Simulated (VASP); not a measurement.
Set up this calculation in VASP 6.6.1, as the native input.

```yaml
Task: single point
Functional: PBEsol
Potentials_or_basis: VASP PAW PBE potentials, release 64 (Mg, O)
Cutoff: 520 eV
k_mesh: 12 × 12 × 12
Occupations: gaussian, width 0.05 eV
Spin: no spin polarisation
Dipole_correction: no
Further_INCAR_settings: ALGO = Normal; EDIFF = 1e-06; NBANDS = 14
```

The structure of MgO2 lies in POSCAR:

```
MgO2
1.0
    1.6689514567      0.9635695728      3.2144605649
   -1.6689514567      0.9635695728      3.2144605649
    0.0000000000     -1.9271391455      3.2144605649
Mg O
1 2
Direct
    0.0000000000      0.0000000000      0.0000000000
    0.4287860000      0.4287860000      0.4287860000
    0.5712140000      0.5712140000      0.5712140000
```

The cell comes from a database or a generator and needn't be the stable form of this composition.

The cell isn't the ideal one: strain +0.040 along x and y, -0.080 along z, atoms carried along.

These files were run (other wordings do the same):

INCAR

```
PREC     = Accurate       # precision mode
ENCUT    = 520            # plane-wave cutoff, eV
EDIFF    = 1E-6           # SCF threshold, eV
ISMEAR   = 0              # smearing method
SIGMA    = 0.05           # smearing width, eV
LREAL    = F              # projectors in reciprocal space
LASPH    = T              # aspherical terms in the spheres
NELM     = 80             # most SCF steps
ALGO     = Normal         # electronic algorithm
ISIF     = 2              # what is computed and relaxed
LWAVE    = F              # write WAVECAR
LCHARG   = F              # write CHGCAR
GGA      = PS             # functional
NBANDS   = 14             # bands
```

KPOINTS

```
regular mesh
0
Gamma
  12 12 12
```

Potentials or basis: VASP PAW PBE potentials, release 64 (Mg, O).

The run is started by

```console
$ cat potpaw_PBE.64/Mg/POTCAR potpaw_PBE.64/O/POTCAR > POTCAR
$ mpirun -np 1 vasp_std > vasp.out
```

Results of the run:

The pressure is 4.9 GPa, the largest force is 3.823 eV/Å and the band gap on the k mesh is 2.61 eV, indirect (least direct gap 2.90 eV).

Caveat: the PAW data sets were made with another functional, which shifts forces and pressure a little.

Wall time 45 s on 1 thread of Intel(R) Xeon(R) Platinum 8559C (Emerald Rapids) (shared host), peak memory 0.21 GiB.
